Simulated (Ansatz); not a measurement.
Runs of Ansatz 0.2.0 on TiAl3. It takes space group Pm-3m (No. 221, cubic). The conventional cell has a = 3.956 Å, b = 3.956 Å, c = 3.956 Å, α = 90.00°, β = 90.00°, γ = 90.00°. Ti (site symmetry m-3m) is surrounded by 12 Al at 2.80 Å. Around Al (site symmetry 4/mmm) lie 4 Ti at 2.80 Å and 8 Al at 2.80 Å. The cell comes from a database or a generator and needn't be the stable form of this composition.

```tsv
task	level	k mesh	cutoff (eV)	atoms under strain	gap on the mesh (eV)	V0 of scaled cells (Å³/atom)	B0 (GPa)
phonons	PBEsol	6 × 6 × 6	420	-	none	-	-
equation of state	LDA	7 × 7 × 7	420	-	-	14.96	117
elastic constants	PBEsol	6 × 6 × 6	420	relaxed	none	-	-
equation of state	r2SCAN	7 × 7 × 7	500	-	-	15.48	(a)
```

Alike in all rows: potentials or basis Ansatz PAW; no spin polarisation; cell as given; smearing fermi-dirac 0.05 eV.

**Question.** Fill in the values left out.

**Answer.** (a) 116.

Caveats: the PAW data sets come from PBE, with cores solved anew for the run's functional, which leaves a small shift of forces and pressure (some runs); elastic constants of metals need much finer meshes, so these are rough (some runs); the PAW data sets were made with another functional, which shifts forces and pressure a little (some runs).

A gap of «none» marks a metal or a gap under the smearing width.
